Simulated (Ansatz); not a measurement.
Crystal: MoS2.

```
CELL_PARAMETERS angstrom
3.22746 0.00000 0.00000
-1.61373 2.79507 0.00000
0.00000 0.00000 6.31247
ATOMIC_POSITIONS crystal
Mo 0.00000 0.00000 0.50000
S 0.66667 0.33333 0.74468
S 0.33333 0.66667 0.25532
```

Measurements of this composition are mostly on another form, of space group No. 194.

| Property | Result |
| --- | --- |
| Program | Ansatz 0.2.0 |
| Task | relaxation of cell and atoms |
| Functional | PBE |
| Dispersion | D3(BJ) |
| Potentials or basis | Ansatz PAW |
| Cutoff | 420 eV (not typed: the program's choice for these potentials) |
| k mesh | 9 × 9 × 4 |
| Occupations | fermi-dirac, width 0.05 eV |
| Spin | no spin polarisation |

At the start: volume 18.98 Å³/atom.

Q: Where does the relaxation end?

A: It ends after 8 steps and the volume is 16.89 Å³/atom (-11.0 %); space group P-3m1 (No. 164, to 0.05 Å).

The path:
| step | energy change (eV) | largest force (eV/Å) | volume (Å³) |
| --- | --- | --- | --- |
| 1 | 0.0000 | 0.2824 | 56.94 |
| 2 | -0.0484 | 0.2511 | 49.84 |
| 3 | -0.0765 | 0.0553 | 52.12 |
| 4 | -0.0818 | 0.0830 | 51.50 |
| 5 | -0.0850 | 0.0322 | 50.51 |
| 6 | -0.0852 | 0.0012 | 50.72 |
| 7 | -0.0852 | 0.0000 | 50.68 |
| 8 | -0.0846 | 0.0002 | 50.68 |

Final structure:
```xyz
3
Lattice="3.1735 0.0000 0.0000 -1.5868 2.7483 0.0000 0.0000 0.0000 5.8108" Properties=species:S:1:pos:R:3 pbc="T T T"
Mo    0.0000    0.0000    2.9054
S     1.5868    0.9161    4.4794
S     0.0000    1.8322    1.3314
```

Caveat: the plane-wave basis is chosen anew once the cell has moved, so the energies of steps on either side of that aren't comparable.
